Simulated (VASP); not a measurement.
# Mg7Te8 (a cell with a defect) in VASP: further runs

One crystal, Mg7Te8 (a cell with a defect), is run at these levels: PBEsol; tasks: single point.

Everything below comes from runs of VASP 6.6.1. Logs are shortened: lines on timing, memory, paths and dates and some standing lists are left out, and cuts for length are marked.

**1. The undisturbed crystal**

The cell holds a defect, 15 atoms: a = 8.352 Å, b = 8.352 Å, c = 8.352 Å, α = 60.00°, β = 60.00°, γ = 60.00°.

**2. Single point, PBEsol (Mg vacancy, atoms relaxed)**

File INCAR:

```
SYSTEM = Mg7Te8
PREC = Accurate
ENCUT = 520
EDIFF = 1E-6
ISMEAR = 0
SIGMA = 0.05
LREAL = Auto
LASPH = .TRUE.
NELM = 100
ALGO = Fast
ISIF = 2
LWAVE = .FALSE.
LCHARG = .FALSE.
GGA = PS
NBANDS = 44
```

File KPOINTS:

```
Automatic mesh
0
G
  4 4 4
  0 0 0
```

File POSCAR:

```
Mg7Te8
1.0
    0.0000000000      5.9058590461     -5.9058590461
    5.9058590461      5.9058590461      0.0000000000
    5.9058590461      0.0000000000     -5.9058590461
Mg Te
7 8
Direct
    0.0000000000      0.5000000000      0.0000000000
    0.5000000000      0.0000000000      0.0000000000
    0.5000000000      0.5000000000      0.0000000000
    0.0000000000      0.0000000000      0.5000000000
    0.0000000000      0.5000000000      0.5000000000
    0.5000000000      0.0000000000      0.5000000000
    0.5000000000      0.5000000000      0.5000000000
    0.2486808482      0.7513191518      0.2486808482
    0.2500000000      0.2500000000      0.2500000000
    0.7513191518      0.7513191518      0.2486808482
    0.7513191518      0.2486808482      0.2486808482
    0.2486808482      0.7513191518      0.7513191518
    0.2486808482      0.2486808482      0.7513191518
    0.7500000000      0.7500000000      0.7500000000
    0.7513191518      0.2486808482      0.7513191518
```

Potentials or basis: VASP PAW PBE potentials, release 64 (Mg, Te).

Started as:

```
> cat potpaw_PBE.64/Mg/POTCAR potpaw_PBE.64/Te/POTCAR > POTCAR
> mpirun -np 1 vasp_std > vasp.out
```

OUTCAR:

```text
SYSTEM = Mg7Te8
   PREC = Accurate
   ENCUT = 520
   EDIFF = 1E-6
   ISMEAR = 0
   LREAL = Auto
   LASPH = .TRUE.
   NELM = 100
   ISIF = 2
   GGA = PS

 ion  position               nearest neighbor table
   1  0.000  0.500  0.000-   9 2.95  14 2.95  11 2.95  12 2.95  13 2.95  10 2.95
   2  0.500  0.000  0.000-   9 2.95  14 2.95  10 2.95  13 2.95   8 2.95  15 2.95
   3  0.500  0.500  0.000-   9 2.95  14 2.95  11 2.95  12 2.95   8 2.95  15 2.95
   4  0.000  0.000  0.500-   9 2.95  14 2.95  11 2.95  12 2.95   8 2.95  15 2.95
   5  0.000  0.500  0.500-   9 2.95  14 2.95  10 2.95  13 2.95   8 2.95  15 2.95
   6  0.500  0.000  0.500-   9 2.95  14 2.95  11 2.95  12 2.95  13 2.95  10 2.95
   7  0.500  0.500  0.500-   8 2.97  10 2.97  11 2.97  12 2.97  13 2.97  15 2.97
   8  0.249  0.751  0.249-   2 2.95   3 2.95   4 2.95   5 2.95   7 2.97
   9  0.250  0.250  0.250-   1 2.95   2 2.95   3 2.95   4 2.95   5 2.95   6 2.95
  10  0.751  0.751  0.249-   1 2.95   2 2.95   5 2.95   6 2.95   7 2.97
  11  0.751  0.249  0.249-   1 2.95   3 2.95   4 2.95   6 2.95   7 2.97
  12  0.249  0.751  0.751-   1 2.95   3 2.95   4 2.95   6 2.95   7 2.97
  13  0.249  0.249  0.751-   1 2.95   2 2.95   5 2.95   6 2.95   7 2.97
  14  0.750  0.750  0.750-   1 2.95   2 2.95   3 2.95   4 2.95   5 2.95   6 2.95
  15  0.751  0.249  0.751-   2 2.95   3 2.95   4 2.95   5 2.95   7 2.97

  LATTYP: Found a face centered cubic cell.
 ALAT       =    11.8117180922

  Lattice vectors:

 A1 = (   0.0000000000,   5.9058590461,  -5.9058590461)
 A2 = (   5.9058590461,   5.9058590461,   0.0000000000)
 A3 = (   5.9058590461,   0.0000000000,  -5.9058590461)

Analysis of symmetry for initial positions (statically):
=====================================================================
 Subroutine PRICEL returns:
 Original cell was already a primitive cell.

 Routine SETGRP: Setting up the symmetry group for a
 face centered cubic supercell.

 Subroutine GETGRP returns: Found 48 space group operations
 (whereof 48 operations were pure point group operations)
 out of a pool of 48 trial point group operations.

The static configuration has the point symmetry O_h .

Analysis of symmetry for dynamics (positions and initial velocities):
=====================================================================
 Subroutine PRICEL returns:
 Original cell was already a primitive cell.

 Routine SETGRP: Setting up the symmetry group for a
 face centered cubic supercell.

 Subroutine GETGRP returns: Found 48 space group operations
 (whereof 48 operations were pure point group operations)
 out of a pool of 48 trial point group operations.

The dynamic configuration has the point symmetry O_h .

 Subroutine INISYM returns: Found 48 space group operations
 (whereof 48 operations are pure point group operations),
 and found     1 'primitive' translations

----------------------------------------------------------------------------------------

                                     Primitive cell

  volume of cell :     411.9829

  direct lattice vectors                    reciprocal lattice vectors
     0.000000000  5.905859046 -5.905859046    -0.084661689  0.084661689 -0.084661689
     5.905859046  5.905859046  0.000000000     0.084661689  0.084661689  0.084661689
     5.905859046  0.000000000 -5.905859046     0.084661689 -0.084661689 -0.084661689

  length of vectors
     8.352145960  8.352145960  8.352145960     0.146638346  0.146638346  0.146638346

  position of ions in fractional coordinates (direct lattice)
     0.000000000  0.500000000  0.000000000
     0.500000000  0.000000000  0.000000000
     0.500000000  0.500000000  0.000000000
     0.000000000  0.000000000  0.500000000
     0.000000000  0.500000000  0.500000000
     0.500000000  0.000000000  0.500000000
     0.500000000  0.500000000  0.500000000
     0.248680848  0.751319152  0.248680848
     0.250000000  0.250000000  0.250000000
     0.751319152  0.751319152  0.248680848
     0.751319152  0.248680848  0.248680848
     0.248680848  0.751319152  0.751319152
     0.248680848  0.248680848  0.751319152
     0.750000000  0.750000000  0.750000000
     0.751319152  0.248680848  0.751319152

  ion indices of the primitive-cell ions
   primitive index   ion index
                 1           1
                 2           2
                 3           3
                 4           4
                 5           5
                 6           6
                 7           7
                 8           8
                 9           9
                10          10
                11          11
                12          12
                13          13
                14          14
                15          15

----------------------------------------------------------------------------------------

 KPOINTS: Automatic mesh

Automatic generation of k-mesh.
 Grid dimensions read from file:
 generate k-points for:    4    4    4

 Generating k-lattice:

  Cartesian coordinates                     Fractional coordinates (reciprocal lattice)
    -0.021165422  0.021165422 -0.021165422     0.250000000  0.000000000  0.000000000
     0.021165422  0.021165422  0.021165422     0.000000000  0.250000000  0.000000000
     0.021165422 -0.021165422 -0.021165422     0.000000000  0.000000000  0.250000000

  Length of vectors
     0.036659587  0.036659587  0.036659587

  Shift w.r.t. Gamma in fractional coordinates (k-lattice)
     0.000000000  0.000000000  0.000000000

 Subroutine IBZKPT returns following result:
 ===========================================

 Found      8 irreducible k-points:

 Following reciprocal coordinates:
            Coordinates               Weight
  0.000000  0.000000  0.000000      1.000000
  0.250000  0.000000  0.000000      8.000000
  0.500000  0.000000  0.000000      4.000000
  0.250000  0.250000  0.000000      6.000000
  0.500000  0.250000  0.000000     24.000000
 -0.250000  0.250000  0.000000     12.000000
  0.500000  0.500000  0.000000      3.000000
 -0.250000  0.500000  0.250000      6.000000
   k-points           NKPTS =      8   k-points in BZ     NKDIM =      8   number of bands    NBANDS=     44
   number of dos      NEDOS =    301   number of ions     NIONS =     15
   total plane-waves  NPLWV = 262144
   dimension x,y,z NGX =    64 NGY =   64 NGZ =   64
   dimension x,y,z NGXF=   128 NGYF=  128 NGZF=  128
   ions per type =               7   8
   NGX,Y,Z   is equivalent  to a cutoff of  12.74, 12.74, 12.74 a.u.
   NGXF,Y,Z  is equivalent  to a cutoff of  25.48, 25.48, 25.48 a.u.
 SYSTEM =  Mg7Te8
   PREC   = accura    normal or accurate (medium, high low for compatibility)
   ISTART =      0    job   : 0-new  1-cont  2-samecut
   ICHARG =      2    charge: 1-file 2-atom 10-const
   ISPIN  =      1    spin polarized calculation?
   LNONCOLLINEAR =      F non collinear calculations
   LSORBIT =      F    spin-orbit coupling
   LASPH  =      T    aspherical Exc in radial PAW
   ENCUT  =  520.0 eV  38.22 Ry    6.18 a.u.  15.53 15.53 15.53*2*pi/ulx,y,z
   NELM   =    100;   NELMIN=  2; NELMDL= -5     # of ELM steps
   EDIFF  = 0.1E-05   stopping-criterion for ELM
   LREAL  =      T    real-space projection
   EDIFFG = 0.1E-04   stopping-criterion for IOM
   NSW    =      0    number of steps for IOM
[... 5 lines left out ...]
   TEBEG  =    0.0;   TEEND  =   0.0 temperature during run
   PSTRESS=    0.0 pullay stress
   NELECT =      62.0000    total number of electrons
   NUPDOWN=      -1.0000    fix difference up-down
   EMIN   =  10.00;   EMAX   =-10.00  energy-range for DOS
   EFERMI =   0.00;   METHOD = LEGACY
   ISMEAR =     0;   SIGMA  =   0.05  broadening in eV -4-tet -1-fermi 0-gaus
   EFERMI_NEDOS =   21; number of points for ismear=-14 and -15
   IALGO  =     68    algorithm
   IMIX   =      4    mixing-type and parameters
     AMIX     =   0.40;   BMIX     =  1.00
     AMIX_MAG =   1.60;   BMIX_MAG =  1.00
  volume/ion in A,a.u.               =      27.47       185.35
  Fermi-wavevector in a.u.,A,eV,Ry     =   0.870788  1.645550 10.316908  0.758271
  Thomas-Fermi vector in A             =   1.989803
   LORBIT       =      0    0 simple, 1 ext, 2 COOP (PROOUT), +10 PAW based schemes
   GGA     = PS    functional components
   LHFCALC =     F    Hartree Fock is set to
   AEXX    =    0.0000 exact exchange contribution
   IVDW    =     0    specifies the selected vdW correction
   LEPSILON=     F    determine dielectric tensor
   LRPA    =     F    only Hartree local field effects (RPA)
 non-spin polarized calculation
 RMM-DIIS sequential band-by-band and
 Gauss-broadening in eV      SIGMA  =   0.05
  energy-cutoff  :      520.00
  volume of cell :      411.98
 maximum number of plane-waves:     11138
 NGX is ok and might be reduce to    64
   NGX = 31   NGY = 31   NGZ = 31

 number of electron      61.9999998 magnetization

 Free energy of the ion-electron system (eV)
  ---------------------------------------------------
  ext. energy  EPLUGINS =         0.00000000
  ---------------------------------------------------
  free energy    TOTEN  =       -50.59331017 eV

  energy without entropy =      -50.57858427  energy(sigma->0) =      -50.58594722

 E-fermi :   4.1630     XC(G=0):  -9.0887

 val. band max:        4.1620978586   @ k =   0.5000   0.5000   0.0000
 cond. band min:       4.1959938695   @ k =   0.5000   0.2500   0.0000
 fundamental gap:      0.0338960109
 Fermi energy:         4.1630046221

 k-point     1 :       0.0000    0.0000    0.0000
  band No.  band energies     occupation
      1      -7.2478      2.00000
      2      -6.3022      2.00000
      3      -6.0232      2.00000
      4      -6.0232      2.00000
      5      -6.0232      2.00000
      6      -5.8307      2.00000
[... 35 lines left out ...]
     42       7.5776      0.00000
     43       7.5776      0.00000

 k-point     2 :       0.2500    0.0000    0.0000
  band No.  band energies     occupation
      1      -7.1203      2.00000
      2      -6.3905      2.00000
      3      -6.1089      2.00000
      4      -5.9854      2.00000
      5      -5.9854      2.00000
      6      -5.8933      2.00000
[... 35 lines left out ...]
     42       8.1409      0.00000
     43       8.3796      0.00000

 k-point     3 :       0.5000    0.0000    0.0000
  band No.  band energies     occupation
      1      -6.8010      2.00000
      2      -6.7505      2.00000
      3      -6.0589      2.00000
      4      -6.0049      2.00000
      5      -5.8992      2.00000
      6      -5.8992      2.00000
[... 35 lines left out ...]
     42       9.5463      0.00000
     43       9.5776      0.00000

 k-point     4 :       0.2500    0.2500    0.0000
  band No.  band energies     occupation
      1      -7.0787      2.00000
      2      -6.3355      2.00000
      3      -6.0792      2.00000
      4      -6.0594      2.00000
      5      -6.0594      2.00000
      6      -6.0006      2.00000
[... 127 lines left out ...]
     42       8.6675      0.00000
     43       8.6857      0.00000

 k-point     7 :       0.5000    0.5000    0.0000
  band No.  band energies     occupation
      1      -6.7048      2.00000
      2      -6.5099      2.00000
      3      -6.3677      2.00000
      4      -6.0942      2.00000
      5      -6.0942      2.00000
      6      -6.0562      2.00000
[... 35 lines left out ...]
     42       8.8132      0.00000
     43       9.4701      0.00000

 k-point     8 :      -0.2500    0.5000    0.2500
  band No.  band energies     occupation
      1      -6.5823      2.00000
      2      -6.5823      2.00000
      3      -6.4384      2.00000
      4      -6.3212      2.00000
      5      -5.8725      2.00000
      6      -5.8725      2.00000
[... 35 lines left out ...]
     42       9.1603      0.00000
     43       9.2921      0.00000
 [bands above 43 left out]

------------------------ aborting loop because EDIFF is reached ----------------------------------------

  FORCE on cell =-STRESS in cart. coord.  units (eV):
  Direction    XX          YY          ZZ          XY          YZ          ZX
  --------------------------------------------------------------------------------------
  -------------------------------------------------------------------------------------
  Total       -3.1170045     -3.1170045     -3.1170045      0.0000000      0.0000000      0.0000000
  in kB      -12.1218466    -12.1218466    -12.1218466      0.0000000      0.0000000      0.0000000
  external PRESSURE =     -12.1218466 kB  Pullay stress =       0.0000000 kB

 VOLUME and BASIS-vectors are now :
 -----------------------------------------------------------------------------
  energy-cutoff  :      520.00
  volume of cell :      411.98
      direct lattice vectors                 reciprocal lattice vectors
     0.000000000  5.905859046 -5.905859046    -0.084661689  0.084661689 -0.084661689
     5.905859046  5.905859046  0.000000000     0.084661689  0.084661689  0.084661689
     5.905859046  0.000000000 -5.905859046     0.084661689 -0.084661689 -0.084661689

 POSITION                                       TOTAL-FORCE (eV/Angst)
 -----------------------------------------------------------------------------------
      2.95293      2.95293      0.00000         0.000000      0.000000      0.000000
      0.00000      2.95293     -2.95293         0.000000      0.000000      0.000000
      2.95293      5.90586     -2.95293         0.000000      0.000000     -0.000000
      2.95293      0.00000     -2.95293         0.000000      0.000000     -0.000000
      5.90586      2.95293     -2.95293         0.000000      0.000000      0.000000
      2.95293      2.95293     -5.90586         0.000000      0.000000     -0.000000
      5.90586      5.90586     -5.90586         0.000000      0.000000      0.000000
      5.90586      5.90586     -2.93735         0.000000      0.000000     -0.005857
      2.95293      2.95293     -2.95293         0.000000      0.000000     -0.000000
      5.90586      8.87437     -5.90586         0.000000     -0.005857      0.000000
      2.93735      5.90586     -5.90586         0.005857      0.000000      0.000000
      8.87437      5.90586     -5.90586        -0.005857     -0.000000      0.000000
      5.90586      2.93735     -5.90586         0.000000      0.005857      0.000000
      8.85879      8.85879     -8.85879        -0.000000      0.000000      0.000000
      5.90586      5.90586     -8.87437         0.000000     -0.000000      0.005857
 -----------------------------------------------------------------------------------
    total drift:                               -0.000000      0.000000      0.000000

  FREE ENERGIE OF THE ION-ELECTRON SYSTEM (eV)
  ---------------------------------------------------
  free  energy   TOTEN  =       -50.5933101698 eV

  energy  without entropy=      -50.5785842675  energy(sigma->0) =      -50.58594722
```

Run time: 2.5 min. Hardware: 1 thread of Intel Xeon 6975P-C (Granite Rapids), shared host; peak memory 0.6 GiB.

Results:

```
Free energy            : -50.5933 eV
Pressure               : -1.2 GPa
Largest force          : 0.006 eV/Å
Band gap on the k mesh : none (metal or under the smearing width)
```

Forces in eV/Å, atoms in the order of the input:
```
Mg   0.000  0.000  0.000
Mg   0.000  0.000  0.000
Mg   0.000  0.000  0.000
Mg   0.000  0.000  0.000
Mg   0.000  0.000  0.000
Mg   0.000  0.000  0.000
Mg   0.000  0.000  0.000
Te   0.000  0.000 -0.006
Te   0.000  0.000  0.000
Te   0.000 -0.006  0.000
Te   0.006  0.000  0.000
Te  -0.006  0.000  0.000
Te   0.000  0.006  0.000
Te   0.000  0.000  0.000
Te   0.000  0.000  0.006
```

Levels at points of the mesh, in eV from the Fermi level:
```
           k point  band 28  band 29  band 30  band 31  band 32  band 33  band 34  band 35
(0.00, 0.00, 0.00)     0.08     0.08     0.24     0.24     0.24     0.52     0.52     1.59
(0.50, 0.00, 0.00)    -0.93    -0.05    -0.05     0.00     0.00     2.22     2.22     2.30
(0.50, 0.50, 0.00)    -0.70    -0.51    -0.49    -0.49     0.00     2.90     2.92     3.39
```

Caveat: the PAW data sets were made with another functional, which shifts forces and pressure a little.

[end of part 1 of 2]
